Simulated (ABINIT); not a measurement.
BeTe, 2 atoms in the cell. The structure is cubic, space group F-43m (No. 216). Conventional cell: a = 5.540 Å, b = 5.540 Å, c = 5.540 Å, α = 90.00°, β = 90.00°, γ = 90.00°. Te (site symmetry -43m) has 4 Be at 2.40 Å as nearest neighbours. Be (site symmetry -43m) has 4 Te at 2.40 Å as nearest neighbours. 

- Program: ABINIT 10.8.3 (patched build)
- Task: optical spectrum
- Functional: PBE
- Potentials or basis: PseudoDojo NC FR PBE v0.4 standard
- Cutoff: 1034 eV
- k mesh: 6 × 6 × 6, with 4 shifts
- Occupations: fixed
- Spin: spin-orbit coupling, no magnetisation
- Bands in the sums: 32
- Broadening (eV): 0.15
- Scissor shift (eV): 1
- Tensor components: [11]

Potentials or basis: PseudoDojo NC FR PBE v0.4 standard.

Run with:

```sh
$ abinit run.abi > log 2>&1
$ optic optic.abi > optic.log 2>&1
```

Hardware: 1 thread of Arm Neoverse N1 (shared host).

Problem. Estimate the wall time of this run.

Solution. Wall time 17 min on 1 thread of Arm Neoverse N1, on a shared host, peak memory 3.2 GiB. Counts: scf iterations 11, mpi ranks 1, k points 28, bands 20, plane waves 3226.
